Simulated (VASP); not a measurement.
# MgO (P6_3mc) in VASP: further runs

Runs on MgO. Level: LDA. Tasks: phonons.

Program: VASP 6.6.1. These are calculated values, not measurements. Logs are shortened: lines on timing, memory, paths and dates and some standing lists are left out, and cuts for length are marked.

## Step 1: Starting point

Symmetry: P6_3mc, No. 186, hexagonal system. Conventional cell: a = 3.297 Å, b = 3.297 Å, c = 4.966 Å, α = 90.00°, β = 90.00°, γ = 120.00°. Mg (site symmetry 3m) is surrounded by 4 O at 1.97 to 1.99 Å. Around O (site symmetry 3m) lie 4 Mg at 1.97 to 1.99 Å.

Measurements of this composition are mostly on another form, of space group No. 225.

## Step 2: Phonons, LDA

The input, INCAR:

```
PREC     = Accurate       # precision mode
ENCUT    = 520            # plane-wave cutoff, eV
EDIFF    = 1E-8           # SCF threshold, eV
ISMEAR   = 0              # smearing method
SIGMA    = 0.01           # smearing width, eV
LREAL    = False          # projectors in reciprocal space
LASPH    = True           # aspherical terms in the spheres
NELM     = 100            # most SCF steps
ALGO     = Fast           # electronic algorithm
ISIF     = 2              # what is computed and relaxed
LWAVE    = False          # write WAVECAR
LCHARG   = True           # write CHGCAR
IBRION   = 8              # ionic algorithm
NSW      = 1              # ionic steps
```

The input, KPOINTS:

```
regular mesh
0
Gamma
  6 6 4
```

The input, POSCAR:

```
MgO
1.0
    3.2967240746      0.0000000000      0.0000000000
   -1.6483620323      2.8550467943      0.0000000000
    0.0000000000      0.0000000000      4.9662163894
Mg O
2 2
Direct
    0.3333333333      0.6666666667      0.0021597400
    0.6666666667      0.3333333333      0.5021597400
    0.3333333333      0.6666666667      0.4024402600
    0.6666666667      0.3333333333      0.9024402600
```

Potentials or basis: VASP PAW LDA potentials, release 64 (Mg, O).

Started as:

```
cat potpaw_LDA.64/Mg/POTCAR potpaw_LDA.64/O/POTCAR > POTCAR
mpirun -np 1 vasp_std > vasp.out
```

OUTCAR:

```text
PREC = Accurate
   ENCUT = 520
   EDIFF = 1E-8
   ISMEAR = 0
   LREAL = False
   LASPH = True
   NELM = 100
   ISIF = 2
   IBRION = 8
   NSW = 1

 ion  position               nearest neighbor table
   1  0.333  0.667  0.002-   4 1.97   4 1.97   4 1.97   3 1.99   2 3.13   2 3.13   2 3.13   2 3.13
                             2 3.13   2 3.13
   2  0.667  0.333  0.502-   3 1.97   3 1.97   3 1.97   4 1.99   1 3.13   1 3.13   1 3.13   1 3.13
                             1 3.13   1 3.13
   3  0.333  0.667  0.402-   2 1.97   2 1.97   2 1.97   1 1.99
   4  0.667  0.333  0.902-   1 1.97   1 1.97   1 1.97   2 1.99

  LATTYP: Found a hexagonal cell.
 ALAT       =     3.2967240746
 C/A-ratio  =     1.5064094771

  Lattice vectors:

 A1 = (   3.2967240746,   0.0000000000,   0.0000000000)
 A2 = (  -1.6483620323,   2.8550467943,   0.0000000000)
 A3 = (   0.0000000000,   0.0000000000,   4.9662163894)

Analysis of symmetry for initial positions (statically):
=====================================================================
 Subroutine PRICEL returns:
 Original cell was already a primitive cell.

 Routine SETGRP: Setting up the symmetry group for a
 hexagonal supercell.

 Subroutine GETGRP returns: Found 12 space group operations
 (whereof  6 operations were pure point group operations)
 out of a pool of 24 trial point group operations.

The static configuration has the point symmetry C_3v.
 The point group associated with its full space group is C_6v.

Analysis of symmetry for dynamics (positions and initial velocities):
=====================================================================
 Subroutine PRICEL returns:
 Original cell was already a primitive cell.

 Routine SETGRP: Setting up the symmetry group for a
 hexagonal supercell.

 Subroutine GETGRP returns: Found 12 space group operations
 (whereof  6 operations were pure point group operations)
 out of a pool of 24 trial point group operations.

The dynamic configuration has the point symmetry C_3v.
 The point group associated with its full space group is C_6v.

 Subroutine INISYM returns: Found 12 space group operations
 (whereof  6 operations are pure point group operations),
 and found     1 'primitive' translations

----------------------------------------------------------------------------------------

                                     Primitive cell

  volume of cell :      46.7435

  direct lattice vectors                    reciprocal lattice vectors
     3.296724075  0.000000000  0.000000000     0.303331422  0.175128478  0.000000000
    -1.648362032  2.855046794  0.000000000     0.000000000  0.350256956  0.000000000
     0.000000000  0.000000000  4.966216389     0.000000000  0.000000000  0.201360537

  length of vectors
     3.296724075  3.296724069  4.966216389     0.350256956  0.350256956  0.201360537

  position of ions in fractional coordinates (direct lattice)
     0.333333333  0.666666667  0.002159740
     0.666666667  0.333333333  0.502159740
     0.333333333  0.666666667  0.402440260
     0.666666667  0.333333333  0.902440260

  ion indices of the primitive-cell ions
[... 138 lines left out ...]
      4       0.0749      2.00000
      5       0.0749      2.00000
      6       0.4248      2.00000
      7       0.4248      2.00000
      8       0.8810      2.00000
      9       4.2934      0.00000
     10       9.2689      0.00000
     11      11.1200      0.00000
     12      14.7630      0.00000
[... 288 lines left out ...]
      1     -14.2409      2.00000
      2     -14.2409      2.00000
      3      -1.8417      2.00000
      4      -1.8417      2.00000
      5      -1.3105      2.00000
      6      -1.3105      2.00000
      7       0.4837      2.00000
      8       0.4837      2.00000
      9       9.1990      0.00000
     10       9.1990      0.00000
     11      10.6610      0.00000
     12      10.6610      0.00000

------------------------ aborting loop because EDIFF is reached ----------------------------------------

  FORCE on cell =-STRESS in cart. coord.  units (eV):
  Direction    XX          YY          ZZ          XY          YZ          ZX
  --------------------------------------------------------------------------------------
  -------------------------------------------------------------------------------------
  Total       -1.2753172     -1.2753172     -1.1299243     -0.0000000     -0.0000000      0.0000000
  in kB      -43.7126700    -43.7126699    -38.7291948     -0.0000001     -0.0000000      0.0000000
  external PRESSURE =     -42.0515116 kB  Pullay stress =       0.0000000 kB

 VOLUME and BASIS-vectors are now :
 -----------------------------------------------------------------------------
  energy-cutoff  :      520.00
  volume of cell :       46.74
      direct lattice vectors                 reciprocal lattice vectors
     3.296724075  0.000000000  0.000000000     0.303331422  0.175128478  0.000000000
    -1.648362032  2.855046794  0.000000000     0.000000000  0.350256956  0.000000000
     0.000000000  0.000000000  4.966216389     0.000000000  0.000000000  0.201360537

 POSITION                                       TOTAL-FORCE (eV/Angst)
 -----------------------------------------------------------------------------------
      0.00000      1.90336      0.01073        -0.000000      0.000000      0.037959
      1.64836      0.95168      2.49383         0.000000      0.000000      0.037959
      0.00000      1.90336      1.99861         0.000000      0.000000     -0.037959
      1.64836      0.95168      4.48171        -0.000000     -0.000000     -0.037959
 -----------------------------------------------------------------------------------
    total drift:                               -0.000000     -0.000000      0.001185

  FREE ENERGIE OF THE ION-ELECTRON SYSTEM (eV)
  ---------------------------------------------------
  free  energy   TOTEN  =       -26.2419316520 eV

  energy  without entropy=      -26.2419316520  energy(sigma->0) =      -26.24193165

[... ionic steps 2 to 9 ...]

--------------------------------------- Ionic step       10  -------------------------------------------

------------------------ aborting loop because EDIFF is reached ----------------------------------------

[... ionic steps 11 to 11 ...]

--------------------------------------- Ionic step       12  -------------------------------------------

 Free energy of the ion-electron system (eV)
  ---------------------------------------------------
  ---------------------------------------------------
  free energy    TOTEN  =        -0.37234853 eV

  energy without entropy =       -0.37234853

------------------------ aborting loop because EDIFF is reached ----------------------------------------

 INTERNAL STRAIN TENSOR  FOR ION    3  DIRECTION 3   (eV/Angst):
 -----------------------------------------------------------------------------
     4.01312  0.00000  0.00000
     0.00000  4.01312 -0.00000
     0.00000  0.00000-11.18605

 INTERNAL STRAIN TENSOR FOR ION    4 for displacements in x,y,z  (eV/Angst):
          X           Y           Z          XY          YZ          ZX
  --------------------------------------------------------------------------------
  x     0.00000    -0.00000     0.00000     8.45697     0.00000     3.54406
  y     8.45697    -8.45697    -0.00000    -0.00000     3.43560     0.00000
  z     4.01312     4.01312   -11.18605     0.00000     0.00000     0.00000

 SECOND DERIVATIVES (NOT SYMMETRIZED)
 ------------------------------------
               1X          1Y          1Z          2X          2Y          2Z          3X          3Y          3Z          4X          4Y          4Z
  1X   -10.605858   -0.000000    0.000000    0.597760    0.000000   -0.000000    0.871905    0.000000   -0.000000    9.136193    0.000000    0.000000
  1Y    -0.000000  -10.605858    0.000000    0.000000    0.597760    0.000000    0.000000    0.871905    0.000000    0.000000    9.136193    0.000000
  1Z     0.000000    0.000000  -11.614942    0.000000    0.000000    5.083653    0.000000   -0.000000    2.913770    0.000000    0.000000    3.617519
  2X     0.597760    0.000000    0.000000  -10.605858   -0.000000    0.000000    9.136193    0.000000    0.000000    0.871905    0.000000    0.000000
  2Y     0.000000    0.597760    0.000000   -0.000000  -10.605858    0.000000    0.000000    9.136193    0.000000    0.000000    0.871905   -0.000000
  2Z     0.000000    0.000000    5.083653    0.000000   -0.000000  -11.614942   -0.000000    0.000000    3.617519    0.000000    0.000000    2.913770
  3X     0.869805    0.000000    0.000000    9.134644    0.000000   -0.000000  -10.654065   -0.000000    0.000000    0.649616    0.000000   -0.000000
  3Y     0.000000    0.869805    0.000000    0.000000    9.134644    0.000000   -0.000000  -10.654065    0.000000    0.000000    0.649616    0.000000
  3Z    -0.000000    0.000000    2.917267    0.000000   -0.000000    3.614196    0.000000    0.000000  -11.266804   -0.000000   -0.000000    4.735341
  4X     9.134644    0.000000    0.000000    0.869805    0.000000    0.000000    0.649616    0.000000    0.000000  -10.654065   -0.000000    0.000000
  4Y     0.000000    9.134644    0.000000    0.000000    0.869805   -0.000000    0.000000    0.649616   -0.000000   -0.000000  -10.654065    0.000000
  4Z     0.000000    0.000000    3.614196    0.000000   -0.000000    2.917267    0.000000    0.000000    4.735341    0.000000    0.000000  -11.266804

 Eigenvectors and eigenvalues of the dynamical matrix
 ----------------------------------------------------

   1 f  =   15.920269 THz   100.030001 2PiTHz  531.043015 cm-1    65.840913 meV
             X         Y         Z           dx          dy          dz
      0.000000  1.903365  0.010726     0.396183    0.203886   -0.000000
      1.648362  0.951682  2.493834     0.396183    0.203886   -0.000000
      0.000000  1.903365  1.998605    -0.488207   -0.251244    0.000000
      1.648362  0.951682  4.481714    -0.488207   -0.251244   -0.000000
[... 71 lines left out ...]
  12 f/i=    0.001421 THz     0.008926 2PiTHz    0.047384 cm-1     0.005875 meV
             X         Y         Z           dx          dy          dz
      0.000000  1.903365  0.010726    -0.488125    0.251403   -0.000000
      1.648362  0.951682  2.493834    -0.488125    0.251403   -0.000000
      0.000000  1.903365  1.998605    -0.396116    0.204015   -0.000000
      1.648362  0.951682  4.481714    -0.396116    0.204015   -0.000000

--------------------------------------------------------------------------------------------------------

 ELASTIC MODULI CONTR FROM IONIC RELAXATION (kBar)
 Direction    XX          YY          ZZ          XY          YZ          ZX
 --------------------------------------------------------------------------------
 XX        -634.1611    296.0974    470.9809     -0.0000      0.0000      0.0000
 YY         296.0974   -634.1611    470.9809     -0.0000     -0.0000     -0.0000
 ZZ         470.9809    470.9809  -1312.3150      0.0000     -0.0000      0.0000
 XY          -0.0000     -0.0000      0.0000   -465.1292      0.0000     -0.0000
 YZ           0.0000     -0.0000     -0.0000     -0.0000    -77.7470     -0.0000
 ZX           0.0000     -0.0000      0.0000      0.0000     -0.0000    -83.4102
 --------------------------------------------------------------------------------
```

It took 2 min on 1 thread of Intel Xeon Platinum 8488C (Sapphire Rapids), shared host; peak memory 0.26 GiB.

What came out:

| Quantity | Value |
| --- | --- |
| Highest phonon frequency at Γ, LO-TO splitting left out | 531 cm⁻¹ |

Phonon frequencies in cm⁻¹ (negative: imaginary):
```csv
q point,frequencies
"(0.000, 0.000, 0.000)",0 0 0 200 200 429 431 523 527 527 531 531
```

Caveat: the k mesh is coarse (spacing up to 0.37 Å⁻¹), so the values aren't converged; the atoms weren't relaxed first, which shifts response properties.

## Step 3: Phonons, LDA

This run uses another cell than the first one, of 11.80 Å³/atom, 1.010 times its volume.

The input, INCAR:

```
ALGO = Fast
EDIFF = 1E-8
ENCUT = 520
IBRION = 8
ISIF = 2
ISMEAR = 0
LASPH = T
LCHARG = F
LREAL = F
LWAVE = F
NELM = 100
NSW = 1
PREC = Accurate
SIGMA = 0.01
```

The input, KPOINTS:

```
k-points
0
Gamma
  6 6 4
```

The input, POSCAR:

```
MgO
1.0
    3.3077869900      0.0000000000      0.0000000000
   -1.6538934900      2.8646275600      0.0000000000
    0.0000000000      0.0000000000      4.9828816700
Mg O
2 2
Direct
    0.3333333333      0.6666666667      0.0021597400
    0.6666666667      0.3333333333      0.5021597400
    0.3333333333      0.6666666667      0.4024402600
    0.6666666667      0.3333333333      0.9024402600
```

Potentials or basis: VASP PAW LDA potentials, release 64 (Mg, O).

Started as:

```
cat potpaw_LDA.64/Mg/POTCAR potpaw_LDA.64/O/POTCAR > POTCAR
mpirun -np 1 vasp_std > vasp.out
```

OUTCAR:

```text
EDIFF = 1E-8
   ENCUT = 520
   IBRION = 8
   ISIF = 2
   ISMEAR = 0
   LASPH = T
   LREAL = F
   NELM = 100
   NSW = 1
   PREC = Accurate

 ion  position               nearest neighbor table
   1  0.333  0.667  0.002-   4 1.97   4 1.97   4 1.97   3 1.99   2 3.14   2 3.14   2 3.14   2 3.14
                             2 3.14   2 3.14
   2  0.667  0.333  0.502-   3 1.97   3 1.97   3 1.97   4 1.99   1 3.14   1 3.14   1 3.14   1 3.14
                             1 3.14   1 3.14
   3  0.333  0.667  0.402-   2 1.97   2 1.97   2 1.97   1 1.99
   4  0.667  0.333  0.902-   1 1.97   1 1.97   1 1.97   2 1.99

  LATTYP: Found a hexagonal cell.
 ALAT       =     3.3077869900
 C/A-ratio  =     1.5064094771

  Lattice vectors:

 A1 = (   3.3077869900,   0.0000000000,   0.0000000000)
 A2 = (  -1.6538934900,   2.8646275600,   0.0000000000)
 A3 = (   0.0000000000,   0.0000000000,   4.9828816700)

Analysis of symmetry for initial positions (statically):
=====================================================================
 Subroutine PRICEL returns:
 Original cell was already a primitive cell.

 Routine SETGRP: Setting up the symmetry group for a
 hexagonal supercell.

 Subroutine GETGRP returns: Found 12 space group operations
 (whereof  6 operations were pure point group operations)
 out of a pool of 24 trial point group operations.

The static configuration has the point symmetry C_3v.
[... 539 lines left out ...]

  energy without entropy =       -0.37219678

------------------------ aborting loop because EDIFF is reached ----------------------------------------

 INTERNAL STRAIN TENSOR  FOR ION    3  DIRECTION 3   (eV/Angst):
 -----------------------------------------------------------------------------
     3.81174  0.00000  0.00000
     0.00000  3.81174  0.00000
     0.00000 -0.00000-10.71034

 INTERNAL STRAIN TENSOR FOR ION    4 for displacements in x,y,z  (eV/Angst):
          X           Y           Z          XY          YZ          ZX
  --------------------------------------------------------------------------------
  x     0.00000    -0.00000     0.00000     8.06747     0.00000     3.34532
  y     8.06747    -8.06747     0.00000    -0.00000     3.23990     0.00000
  z     3.81174     3.81174   -10.71034     0.00000     0.00000    -0.00000

 SECOND DERIVATIVES (NOT SYMMETRIZED)
 ------------------------------------
               1X          1Y          1Z          2X          2Y          2Z          3X          3Y          3Z          4X          4Y          4Z
  1X   -10.254825   -0.000000    0.000000    0.586757    0.000000   -0.000000    0.885467    0.000000    0.000000    8.782600    0.000000   -0.000000
  1Y    -0.000000  -10.254825    0.000000    0.000000    0.586757    0.000000    0.000000    0.885467   -0.000000    0.000000    8.782600   -0.000000
  1Z     0.000000   -0.000000  -11.306710   -0.000000   -0.000000    5.007753   -0.000000    0.000000    2.689814    0.000000   -0.000000    3.609143
  2X     0.586757    0.000000    0.000000  -10.254825   -0.000000   -0.000000    8.782600    0.000000    0.000000    0.885467    0.000000   -0.000000
  2Y     0.000000    0.586757   -0.000000   -0.000000  -10.254825    0.000000    0.000000    8.782600    0.000000    0.000000    0.885467    0.000000
  2Z     0.000000    0.000000    5.007753   -0.000000    0.000000  -11.306710   -0.000000    0.000000    3.609143    0.000000    0.000000    2.689814
  3X     0.883577    0.000000    0.000000    8.781155    0.000000   -0.000000  -10.304577   -0.000000    0.000000    0.639846    0.000000   -0.000000
  3Y     0.000000    0.883577    0.000000    0.000000    8.781155   -0.000000   -0.000000  -10.304577    0.000000    0.000000    0.639845    0.000000
  3Z     0.000000    0.000000    2.693983    0.000000    0.000000    3.605226    0.000000    0.000000  -10.976683   -0.000000    0.000000    4.677474
  4X     8.781155    0.000000   -0.000000    0.883577    0.000000   -0.000000    0.639846    0.000000    0.000000  -10.304577   -0.000000   -0.000000
  4Y     0.000000    8.781155    0.000000    0.000000    0.883577    0.000000    0.000000    0.639845    0.000000   -0.000000  -10.304577   -0.000000
  4Z    -0.000000    0.000000    3.605226   -0.000000   -0.000000    2.693983    0.000000   -0.000000    4.677474    0.000000    0.000000  -10.976683

 Eigenvectors and eigenvalues of the dynamical matrix
 ----------------------------------------------------

   1 f  =   15.647575 THz    98.316612 2PiTHz  521.946915 cm-1    64.713141 meV
             X         Y         Z           dx          dy          dz
      0.000000  1.909752  0.010762     0.397198    0.201894   -0.000000
      1.653893  0.954876  2.502203     0.397198    0.201894    0.000000
      0.000000  1.909752  2.005312    -0.489464   -0.248792   -0.000000
      1.653893  0.954876  4.496753    -0.489464   -0.248792    0.000000
[... 71 lines left out ...]
  12 f/i=    0.001321 THz     0.008300 2PiTHz    0.044062 cm-1     0.005463 meV
             X         Y         Z           dx          dy          dz
      0.000000  1.909752  0.010762    -0.373368    0.402578   -0.000000
      1.653893  0.954876  2.502203    -0.373368    0.402578   -0.000000
      0.000000  1.909752  2.005312    -0.302987    0.326691   -0.000000
      1.653893  0.954876  4.496753    -0.302987    0.326691   -0.000000

--------------------------------------------------------------------------------------------------------

 ELASTIC MODULI CONTR FROM IONIC RELAXATION (kBar)
 Direction    XX          YY          ZZ          XY          YZ          ZX
 --------------------------------------------------------------------------------
 XX        -590.2081    277.0559    439.5769     -0.0000      0.0000     -0.0000
 YY         277.0559   -590.2080    439.5769     -0.0000     -0.0000      0.0000
 ZZ         439.5769    439.5769  -1234.0828      0.0000     -0.0000     -0.0000
 XY          -0.0000     -0.0000      0.0000   -433.6320     -0.0000     -0.0000
 YZ           0.0000     -0.0000     -0.0000     -0.0000    -70.7452     -0.0000
 ZX          -0.0000      0.0000     -0.0000      0.0000     -0.0000    -76.1090
 --------------------------------------------------------------------------------
```

It took 2 min on 1 thread of Intel Xeon Platinum 8488C (Sapphire Rapids), shared host; peak memory 0.26 GiB.

What came out:

- Highest phonon frequency at Γ, LO-TO splitting left out: 522 cm⁻¹

Phonon frequencies in cm⁻¹ (negative: imaginary):
| q point | frequencies |
| --- | --- |
| (0.000, 0.000, 0.000) | 0 0 0 200 200 421 425 517 517 518 522 522 |

Caveat: the k mesh is coarse (spacing up to 0.37 Å⁻¹), so the values aren't converged; the atoms weren't relaxed first, which shifts response properties.
